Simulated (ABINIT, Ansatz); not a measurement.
# NaF (Villiaumite): zone-centre phonons, part 2 of 2

Aim: the zone-centre modes of NaF (Villiaumite).

ABINIT 10.8.3; DFT LDA, scalar-relativistic, plane waves, PseudoDojo norm-conserving pseudopotentials.

So far. Step 3 (Self-consistent run for the response): The cell stands at -0.98 GPa: the relaxation ran with a smoothed and higher cutoff and on another k mesh. Step 5 (Linear response at Γ): The acoustic modes at Γ come out as far as 7.2 cm⁻¹ from zero, where they should vanish, a small numerical error; the Born charges miss their sum rule by 4.8e-4 e, which is good. The relaxed cell has a = 4.502 Å (conventional setting).

The database entry behind the starting cell differs from later determinations by our own check (0.1 to 0.3 % short, probably kX units), so it need not match the best structure at ambient conditions.

### Step 6. Modes with the sum rule

anaddb reads the merged derivatives, imposes the acoustic sum rule and charge neutrality, and adds the LO-TO term along chosen directions.

The input, anaddb.abi:

```
ddb_filepath "gamma_DDB"
output_file "anaddb.abo"
outdata_prefix "anaddb"
asr 1
chneut 1
enunit 2
eivec 1
nph1l 1
qph1l 0.0 0.0 0.0 1.0
dieflag 1
nph2l 3
qph2l 
    1.0 0.0 0.0 0.0
    0.0 0.0 1.0 0.0
    1.0 1.0 1.0 0.0
```

The input, mrgddb.in:

```
gamma_DDB
merged
2
dfpt_gammao_DS2_DDB
gso_DDB
```

Command:

```bash
$ mrgddb < mrgddb.in > mrgddb.log
$ OMP_NUM_THREADS=1 anaddb anaddb.abi > anaddb.log
```

anaddb.abo, the main output file:

```text
[banners, grids, parts of the stress and lines that vanish by symmetry left out]
-outvars_anaddb: echo values of input variables ----------------------

 Flags :
[...]
Dielectric Tensor and Effective Charges
[...]
Effective charge tensors after
[...]
Phonon wavevector (reduced coordinates) :  0.00000  0.00000  0.00000
 Phonon energies in Hartree :
[...]
Phonon energies in meV     :
-  0.000000E+00  0.000000E+00  0.000000E+00  3.424451E+01  3.424451E+01
-  3.424451E+01
 Phonon frequencies in cm-1    :
-  0.000000E+00  0.000000E+00  0.000000E+00  2.762006E+02  2.762006E+02
-  2.762006E+02
 Phonon frequencies in Thz     :
-  0.000000E+00  0.000000E+00  0.000000E+00  8.280287E+00  8.280287E+00
-  8.280287E+00
 Phonon energies in Kelvin  :
-  0.000000E+00  0.000000E+00  0.000000E+00  3.973911E+02  3.973911E+02
-  3.973911E+02
[...]
-  1  0.00000000E+00  2.79841487E-07 -3.61457270E-03
-     0.00000000E+00  0.00000000E+00  0.00000000E+00
-  2  0.00000000E+00  2.79840780E-07 -3.61456357E-03
-     0.00000000E+00  0.00000000E+00  0.00000000E+00
[...]
-  1  0.00000000E+00 -3.61457270E-03 -2.79841487E-07
-     0.00000000E+00  0.00000000E+00  0.00000000E+00
-  2  0.00000000E+00 -3.61456357E-03 -2.79840780E-07
-     0.00000000E+00  0.00000000E+00  0.00000000E+00
[...]
-  1  3.61457271E-03  0.00000000E+00  0.00000000E+00
-     0.00000000E+00  0.00000000E+00  0.00000000E+00
-  2  3.61456358E-03  0.00000000E+00  0.00000000E+00
-     0.00000000E+00  0.00000000E+00  0.00000000E+00
[...]
-  1  2.09524028E-07  3.96776909E-07 -3.28584536E-03
-     0.00000000E+00  0.00000000E+00  0.00000000E+00
-  2 -2.53543464E-07 -4.80136779E-07  3.97617697E-03
-     0.00000000E+00  0.00000000E+00  0.00000000E+00
[...]
-  1  2.04051200E-07 -3.28584536E-03 -3.96763897E-07
-     0.00000000E+00  0.00000000E+00  0.00000000E+00
-  2 -2.46920836E-07  3.97617697E-03  4.80121034E-07
-     0.00000000E+00  0.00000000E+00  0.00000000E+00
[...]
-  1  3.28584538E-03  2.04025898E-07  2.09548666E-07
-     0.00000000E+00  0.00000000E+00  0.00000000E+00
-  2 -3.97617699E-03 -2.46890218E-07 -2.53573279E-07
-     0.00000000E+00  0.00000000E+00  0.00000000E+00
[...]
-     1         -0.000000     0.000000    -0.000002     0.000002
-     2          0.000000    -0.000002    -0.000000     0.000002
-     3          0.000002     0.000000     0.000000     0.000002
-     4          0.000090     0.000170    -1.406058     1.406058
-     5          0.000087    -1.406058    -0.000170     1.406058
-     6          1.406058     0.000087     0.000090     1.406058
[...]
-   1     Real    0.0000E+00  0.0000E+00  0.0000E+00  0.0000E+00  0.0000E+00  0.0000E+00  0.0000E+00
[...]
-   2     Real    0.0000E+00  0.0000E+00  0.0000E+00  0.0000E+00  0.0000E+00  0.0000E+00  0.0000E+00
[...]
-   3     Real    0.0000E+00  0.0000E+00  0.0000E+00  0.0000E+00  0.0000E+00  0.0000E+00  0.0000E+00
[...]
-   4     Real    2.1388E-13  7.6700E-13  5.2602E-05  4.0503E-13 -3.3542E-09 -6.3518E-09  5.2602E-05
[...]
-   5     Real    2.0285E-13  5.2602E-05  7.6695E-13 -3.2666E-09 -3.9444E-13  6.3516E-09  5.2602E-05
[...]
-   6     Real    5.2602E-05  2.0280E-13  2.1393E-13  3.2662E-09  3.3546E-09  2.0829E-13  5.2602E-05
[...]
Phonon at Gamma, with non-analyticity in the
[...]
Phonon energies in Hartree :
[...]
Phonon energies in meV     :
-  0.000000E+00  0.000000E+00  0.000000E+00  3.424451E+01  3.424451E+01
-  5.309377E+01
 Phonon frequencies in cm-1    :
-  0.000000E+00  0.000000E+00  0.000000E+00  2.762006E+02  2.762006E+02
-  4.282302E+02
 Phonon frequencies in Thz     :
-  0.000000E+00  0.000000E+00  0.000000E+00  8.280287E+00  8.280287E+00
-  1.283802E+01
 Phonon energies in Kelvin  :
-  0.000000E+00  0.000000E+00  0.000000E+00  3.973911E+02  3.973911E+02
-  6.161277E+02
[...]
-  1  0.00000000E+00  2.79803808E-07 -3.61457270E-03
-     0.00000000E+00  0.00000000E+00  0.00000000E+00
-  2  0.00000000E+00  2.79803101E-07 -3.61456357E-03
-     0.00000000E+00  0.00000000E+00  0.00000000E+00
[...]
Phonon at Gamma, with non-analyticity in the
[...]
Phonon energies in Hartree :
[...]
Phonon energies in meV     :
-  0.000000E+00  0.000000E+00  0.000000E+00  3.424451E+01  3.424451E+01
-  5.309377E+01
 Phonon frequencies in cm-1    :
-  0.000000E+00  0.000000E+00  0.000000E+00  2.762006E+02  2.762006E+02
-  4.282302E+02
 Phonon frequencies in Thz     :
-  0.000000E+00  0.000000E+00  0.000000E+00  8.280287E+00  8.280287E+00
-  1.283802E+01
 Phonon energies in Kelvin  :
-  0.000000E+00  0.000000E+00  0.000000E+00  3.973911E+02  3.973911E+02
-  6.161277E+02
[...]
Phonon at Gamma, with non-analyticity in the
[...]
Phonon energies in Hartree :
[...]
Phonon energies in meV     :
-  0.000000E+00  0.000000E+00  0.000000E+00  3.424451E+01  3.424451E+01
-  5.309377E+01
 Phonon frequencies in cm-1    :
-  0.000000E+00  0.000000E+00  0.000000E+00  2.762006E+02  2.762006E+02
-  4.282302E+02
 Phonon frequencies in Thz     :
-  0.000000E+00  0.000000E+00  0.000000E+00  8.280287E+00  8.280287E+00
-  1.283802E+01
 Phonon energies in Kelvin  :
-  0.000000E+00  0.000000E+00  0.000000E+00  3.973911E+02  3.973911E+02
-  6.161277E+02
[...]
-  1  3.86421121E-04 -3.50277991E-03 -8.03953142E-04
-     0.00000000E+00  0.00000000E+00  0.00000000E+00
-  2  3.86418218E-04 -3.50277300E-03 -8.03953039E-04
-     0.00000000E+00  0.00000000E+00  0.00000000E+00
[...]
-  1  3.58956512E-03  3.36671046E-04  2.58462705E-04
-     0.00000000E+00  0.00000000E+00  0.00000000E+00
-  2  3.58955811E-03  3.36672253E-04  2.58464109E-04
-     0.00000000E+00  0.00000000E+00  0.00000000E+00
[...]
-  1  4.65912847E-04  2.05518341E-03 -2.52109625E-03
-     0.00000000E+00  0.00000000E+00  0.00000000E+00
-  2 -5.63797662E-04 -2.48696212E-03  3.05075978E-03
-     0.00000000E+00  0.00000000E+00  0.00000000E+00
[...]
-  1  2.64211629E-03 -1.72455051E-03 -9.17565786E-04
-     0.00000000E+00  0.00000000E+00  0.00000000E+00
-  2 -3.19720523E-03  2.08686571E-03  1.11033952E-03
-     0.00000000E+00  0.00000000E+00  0.00000000E+00
[...]
Direction                     Dielectric constant
[...]
0.00000   0.00000   1.00000      4.64318918
   1.00000   1.00000   1.00000      4.64318918
-
```

Wall time 0.5 s (1 thread of Arm Neoverse V1, shared host).

Numbers from this step:

```
highest optical zone-centre mode (no LO-TO term) : 276.2 cm⁻¹
lowest optical zone-centre mode                  : 276.2 cm⁻¹
mean static dielectric constant                  : 4.643
highest mode moved by the LO-TO term             : 428.2 cm⁻¹
```

No LO-TO term; unit eigenvectors of the mass-weighted matrix, from anaddb's displacements. Modes at Γ, with each element's share of the kinetic energy:

```tsv
mode	frequency (cm⁻¹)	symmetry	Na %	F %
1	0.0	acoustic	55	45
2	0.0	acoustic	55	45
3	0.0	acoustic	55	45
4	276.2	T1u	45	55
5	276.2	T1u	45	55
6	276.2	T1u	45	55
```

Displacements in mode 4 (276.2 cm⁻¹), the largest set to 1:
```
Na1  0.00  0.00 -0.83
F2   0.00  0.00  1.00
```

Trace of the oscillator strength, degenerate modes summed. Infrared lines, with heights relative to the strongest:

```tsv
position (cm⁻¹)	lines merged	IR intensity, relative
276	3	100
```

Static dielectric tensor (ions relaxed, fixed cell):

```
4.64 0.00 0.00
0.00 4.64 0.00
0.00 0.00 4.64
```

The rule moves no optical mode by more than 0.1 cm⁻¹.

### Step 7. A second program

The same cell, potentials and cutoff go through another code, on another k mesh. Its k mesh is centred on Γ.

This step: DFT LDA, scalar-relativistic, plane waves, PseudoDojo norm-conserving pseudopotentials (Ansatz 0.2.0).

The input, input.yaml:

```yaml
crystal:
  lattice:
    - [0.0, 2.2509074406, 2.2509074406]
    - [2.2509074406, 0.0, 2.2509074406]
    - [2.2509074406, 2.2509074406, 0.0]
  atoms:
    - { symbol: Na, position: [0.0, 0.0, 0.0] }
    - { symbol: F, position: [0.5, 0.5, 0.5] }
kpoints:
  mp_grid: { grid: [8, 8, 8] }
hamiltonian:
  xc: lda
  pseudopotentials: { kind: nc, accuracy: standard }
scf:
  occupations: { method: fixed }
output:
  eigenvalues: true
basis:
  ecutwfc: 1034.033
phonons:
  method: dfpt
  dielectric: true
  rigid_motions: translations
```

Command:

```bash
$ ansatz run input.yaml --threads 4 --pin off --max-ram 8192MiB --backend cpu --events-out ev --progress --plain --runs-dir out
```

Log:

```text
Warning: basis.ecutwfc = 1034.033 eV is below the records' recommended 1197.300995 eV, and the density's cutoff is lower with it unless basis.ecutrho_ratio is high enough to keep the records' density cutoff: compare with a run at a higher cutoff
Engine: ansatz 0.2.0, aarch64-unknown-linux-gnu
Pseudopotentials: kind: nc
Pseudopotential: Na, nc, valence charge 9, recommended cutoff 1197.300995 eV (normal), Na.nc.azcp (PseudoDojo's, or run here from an input of PseudoDojo's; its table is named by hamiltonian.pseudopotentials.accuracy)
Pseudopotential: F, nc, valence charge 7, recommended cutoff 1142.878222 eV (normal), F.nc.azcp (PseudoDojo's, or run here from an input of PseudoDojo's; its table is named by hamiltonian.pseudopotentials.accuracy)
Functional definition: SPW92
  exchange = slater_x
  correlation = pw_c
Crystal: 2 atoms, lattice volume = 22.809 Å³
Basis set: ecut = 1034.033 eV, 1759 PW (Γ), exchange–correlation on 72×72×72 points (8 copies of the dense FFT grid, shifted against one another)
Bands: 12, of which v1, the nominal top of the filled ones, is band 8 counted from 1 (7 counted from 0)
Symmetry: 48 space group operations
k-points: 59 of 512 (irreducible under 8 space group operations, time reversal used)
Non-local potential: Na, projectors of the file, l = 0: 2, l = 1: 2
Non-local potential: F, projectors of the file, l = 0: 2, l = 1: 2, l = 2: 1
Initial density: superposition of atomic densities (chi_scale 0.1, normalization cell, long waves kept (reshape's long-wave potential 0.00 eV rms))
Initial wavefunctions: pseudopotential atomic-orbital guess
Functional: x = slater, c = lda
SCF iter   1: F=—  HF=-1916.155968 eV  |F-HF|=—  |Δ(HF+E_count)|=         —  Δρ=2.27e-1  dr2=7.60e0  ethr=3.10e-3  ⟨swp⟩=4.9  Hψ=3629  notcnv=0  defer=111
preconditioner: auto → none  [insulator: Δε(μ)=3.654 eV  Ē_g=27.665 eV  n_scr=8 (ndim 8)  ℏωp=29.1 eV  f_vac=0.000  ε∞_Penn≈2.1]
SCF iter   2: F=—  HF=-1913.645107 eV  |F-HF|=—  |Δ(HF+E_count)|=    2.51e0  Δρ=1.04e-1  dr2=1.41e0  ethr=3.10e-3  ⟨swp⟩=3.3  Hψ=2024  notcnv=0  defer=116
SCF iter   3: F=—  HF=-1913.215899 eV  |F-HF|=—  |Δ(HF+E_count)|=   4.29e-1  Δρ=1.97e-2  dr2=6.18e-2  ethr=3.10e-3  ⟨swp⟩=2.5  Hψ=1166  notcnv=0  defer=116
SCF iter   4: F=—  HF=-1913.189716 eV  |F-HF|=—  |Δ(HF+E_count)|=   2.62e-2  Δρ=7.69e-3  dr2=4.24e-3  ethr=3.86e-4  ⟨swp⟩=2.2  Hψ=1210  notcnv=0  defer=116
SCF iter   5: F=—  HF=-1913.188817 eV  |F-HF|=—  |Δ(HF+E_count)|=   8.99e-4  Δρ=6.62e-4  dr2=9.52e-5  ethr=2.65e-5  ⟨swp⟩=2.3  Hψ=922  notcnv=0  defer=116
SCF iter   6: F=—  HF=-1913.188799 eV  |F-HF|=—  |Δ(HF+E_count)|=   1.79e-5  Δρ=1.91e-4  dr2=6.43e-6  ethr=5.95e-7  ⟨swp⟩=2.2  Hψ=955  notcnv=0  defer=102
SCF iter   7: F=—  HF=-1913.188797 eV  |F-HF|=—  |Δ(HF+E_count)|=   1.77e-6  Δρ=2.07e-5  dr2=2.56e-8  ethr=4.02e-8  ⟨swp⟩=2.2  Hψ=909  notcnv=0  defer=5
SCF iter   8: F=—  HF=-1913.188800 eV  |F-HF|=—  |Δ(HF+E_count)|=   3.03e-6  Δρ=5.36e-6  dr2=4.80e-9  ethr=1.60e-10  ⟨swp⟩=2.1  Hψ=989  notcnv=0
SCF iter   9: F=-1913.188800 eV  HF=-1913.188800 eV  |F-HF|=9.78e-12  |Δ(HF+E_count)|=   1.52e-9  Δρ=4.78e-7  dr2=1.35e-11  ethr=1.00e-12  ⟨swp⟩=6.3  Hψ=4547  notcnv=0
SCF 1 converged in 9 iterations: F = -1913.188800 eV  dr2 = 1.35e-11
DFPT response loops at Γ: preconditioner auto → none (the input reference at scf.mixing.eps_inf says where Resta's filter doesn't serve); β = 0.50; Broyden in place of MSR1
SCF converged after 9 iterations
Free energy (F): -1913.188800 eV
Harris-Foulkes:  -1913.188800 eV  (|F-HF|=9.78e-12)
Internal energy: -1913.188800 eV  (E = F + TS)
E sigma→0 (E₀):  -1913.188800 eV
Fermi energy:    1.164665 eV
--- Per-component energies (eV) ---
  E_band       = -226.813305
  E_kinetic    = 1197.940148
  E_local      = -1719.892048  (includes V_loc(G=0)·N_el)
  E_nonlocal   = -479.042508
  E_hartree    = 591.287072
  E_xc         = -330.641904
  E_vxc        = -408.392913  (∫ρ·V_xc dr)
  E_ewald      = -1172.839560
  E_smearing   = -0.000000  (= −TS)
  E_closure    = -0.000000  (closes the sum)
  Σ components = -1913.188800   (vs F -1913.188800, Δ=0.00e0)
--- Band table (eV; the first three rows and the last of 59) ---
  k-point 0: bands = [... 4 lower, -17.3854, 1.1647, 1.1647, 1.1647, 7.6445, 20.4269, 20.4269, 20.4269]
  k-point 1: bands = [... 4 lower, -17.1155, 0.8200, 1.1182, 1.1182, 8.2285, 18.6102, 20.6985, 20.6985]
  k-point 2: bands = [... 4 lower, -16.7710, 0.1227, 1.0077, 1.0077, 9.6056, 16.4995, 21.3158, 21.3158]
  k-point 58: bands = [... 4 lower, -16.8083, 0.1596, 0.1596, 0.4942, 14.5735, 14.5735, 17.0124, 18.7496]
--- Phonons (Γ-DFPT): 2 representative perturbations + reference, on 59 of 512 k-points (Σ response iterations 6) ---
  k mesh reduced under 8 symmetry operations, with k and −k counted as one. Each operation leaves every solved perturbation unchanged. A smaller set is not considered because the run solves the response to a homogeneous field
  ASR residual: 7.389e-4 → 0.000e0 eV/Å²; symmetrization residual: 4.417e-6 eV/Å²
  ASR residual per site (eV/Å²): 7.39e-4 4.14e-4
  Γ frequencies (cm⁻¹): 0.00 0.00 0.00 276.15 276.15 276.15
  ε∞ (high-frequency dielectric tensor):
        1.931505     0.000000    -0.000000
        0.000000     1.931505    -0.000000
       -0.000000     0.000000     1.931505
  ε⁰ (static dielectric tensor: ions relaxed, cell fixed):
        4.644883     0.000000    -0.000000
        0.000000     4.644883     0.000000
       -0.000000     0.000000     4.644883
  ε⁰ − ε∞ (ionic part):
        2.713378     0.000000    -0.000000
        0.000000     2.713378     0.000000
       -0.000000     0.000000     2.713378
  softest optical mode at Γ: 276.15 cm⁻¹; the repairs (sum rule, projections) moved no ω² at Γ by more than (3.02 cm⁻¹)²
  Born effective charges Z* (e; rows j = field, columns β = displacement):
    site 0:
         0.99886    0.00000   -0.00000
         0.00000    0.99886    0.00000
         0.00000   -0.00000    0.99886
    site 1:
        -0.99886   -0.00000    0.00000
        -0.00000   -0.99886   -0.00000
         0.00000    0.00000   -0.99886
  Z* charge neutrality: 6.525e-5 e pre-enforcement
  k-mesh period / interband length: 25.5 Å / 0.88 Å = 28.91 at k = (0.0000, 0.0000, 0.0000), direct gap 6.480 eV — 14 or more, which is no proof of convergence
  optical modes at Γ without the LO–TO term, one row a degenerate level:
      ω (cm⁻¹)  modes    IR ((D/Å)²/amu)
        276.15      3             6.6385
  optical modes at Γ + LO–TO along q̂ = [1.0000, 0.0000, 0.0000]:
      ω (cm⁻¹)  modes    IR ((D/Å)²/amu)
        276.15      2             4.4257
        428.24      1             2.2128
  optical modes at Γ + LO–TO along q̂ = [0.0000, 1.0000, 0.0000]:
      ω (cm⁻¹)  modes    IR ((D/Å)²/amu)
        276.15      2             4.4257
        428.24      1             2.2128
  optical modes at Γ + LO–TO along q̂ = [0.0000, 0.0000, 1.0000]:
      ω (cm⁻¹)  modes    IR ((D/Å)²/amu)
        276.15      2             4.4257
        428.24      1             2.2128
```

Elapsed: 5.8 s, on 4 threads; peak memory 0.45 GiB; 22 s of CPU time.

Read from the output:

```yaml
sum_rule_residual_before_enforcement: 7.39e-4 eV/Å²
miss_of_the_charge_sum_rule: 6.53e-5 e
highest_optical_zone_centre_mode_no_lo_to_term: 276.1 cm⁻¹
lowest_optical_zone_centre_mode: 276.1 cm⁻¹
mean_high_frequency_dielectric_constant: 1.931
largest_born_charge_in_size_third_of_the_trace: 0.9989 e
mean_static_dielectric_constant: 4.645
```

Transverse modes. Lines of the infrared spectrum (strongest = 100):

```tsv
position (cm⁻¹)	label	IR intensity ((D/Å)²/amu), degenerate modes summed, relative
276	T1u	100
```

### Step 8. Side by side: ABINIT PseudoDojo and Ansatz, PseudoDojo

Numbers from this step:

```yaml
root_mean_square_difference: 0.05 cm⁻¹
largest_difference: 0.05 cm⁻¹
```

Frequencies side by side, by row:

```tsv
q (reciprocal lattice)	mode	ABINIT PseudoDojo (cm⁻¹)	Ansatz, PseudoDojo (cm⁻¹)
0 0 0	1	0	0
0 0 0	2	0	0
0 0 0	3	0	0
0 0 0	4	276.2	276.1
0 0 0	5	276.2	276.1
0 0 0	6	276.2	276.1
```

The two runs side by side. Further quantities:

```tsv
quantity	ABINIT PseudoDojo	Ansatz, PseudoDojo
mean ε∞	1.932	1.931
largest Born charge in size (e; the first before, the second after the charge sum rule)	0.999	0.999
summed IR intensity ((D/Å)²/amu)	6.637	6.638
```

At the zone centre the largest difference (acoustic modes at Γ apart) is 0.02 % of the highest mode.

### Step 9. Summary of results

| Quantity | Value |
| --- | --- |
| space group after relaxation | Fm-3m |
| volume per atom | 11.4 Å³ |
| highest optical zone-centre mode (no LO-TO term) | 276.2 cm⁻¹ |
| highest mode moved by the LO-TO term | 428.2 cm⁻¹ |
| mean high-frequency dielectric constant | 1.93 |
| largest Born charge in size (third of the trace) | 0.999 e |
| mean static dielectric constant | 4.64 |
| imaginary optical modes at the zone centre (no q mesh in this session) | none |
| largest difference from Ansatz, PseudoDojo | 0.05 cm⁻¹ |

In words: At the LDA level the optical modes of NaF (Villiaumite) at the zone centre (no LO-TO term) lie at 276 cm⁻¹. The base run prints -0.98 GPa, mostly the error of a finite basis; the relaxation, with a smoothed and higher cutoff, had brought the cell to rest. Along the directions run, the highest mode that the macroscopic field moves lies at 428 cm⁻¹. Lattice motion raises the mean dielectric constant from 1.932 to 4.643. The Born charge of F is -0.9985 e against a formal charge of -1, close to the ionic value. The Lyddane-Sachs-Teller relation holds: (ωLO/ωTO)² is 2.40 and ε₀/ε∞ is 2.40. ABINIT PseudoDojo and Ansatz, PseudoDojo agree to 0.05 cm⁻¹ (0.02 % of the highest mode compared) on all solved modes but the acoustic ones at Γ, without the LO-TO term. These are harmonic frequencies at zero temperature: anharmonic shifts and linewidths and thermal expansion are left out. Ansatz warns that the cutoff lies 14 % under the one recommended for these files; agreement at one cutoff is not convergence.

[Host names and launcher messages were left out of these logs when they were recorded.]

[Logs are printed without paths, hosts, clocks, repeated set-up lines and the standing remarks that a program may print on its own settings, such as how far it seeks lower states.]

[Hosts, paths, dates, database ids (printed as entryN), source tags and the programs' standing remarks are cut or masked in the printed files.]
